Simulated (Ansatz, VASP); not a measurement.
**One calculation of Na, two programs**

```
CELL_PARAMETERS angstrom
-2.14100 2.14100 2.14100
2.14100 -2.14100 2.14100
2.14100 2.14100 -2.14100
ATOMIC_POSITIONS crystal
Na 0.00000 0.00000 0.00000
```

Alike in both runs: task single point; functional PBE; k mesh 6 × 6 × 6; occupations gaussian, width 0.1 eV; no spin polarisation.

|  | VASP | Ansatz |
| --- | --- | --- |
| version | VASP 6.6.1 | Ansatz 0.2.0 |
| potentials or method | VASP PAW PBE potentials, release 64 (Na_pv) | scalar-relativistic, plane waves, PAW |
| plane-wave cutoff (eV) | 520 | 420 |
| valence electrons in the cell | 7 | 9 |

|  | VASP | Ansatz | Ansatz less VASP |
| --- | --- | --- | --- |
| gap on the k mesh at the Fermi level (eV) | none | none | - |
| pressure (GPa) | -0.3 | -0.3 | +0.01 |

A gap of «none» marks a metal or a gap that the smearing closes. The two sets of potentials don't hold the same shells in valence.
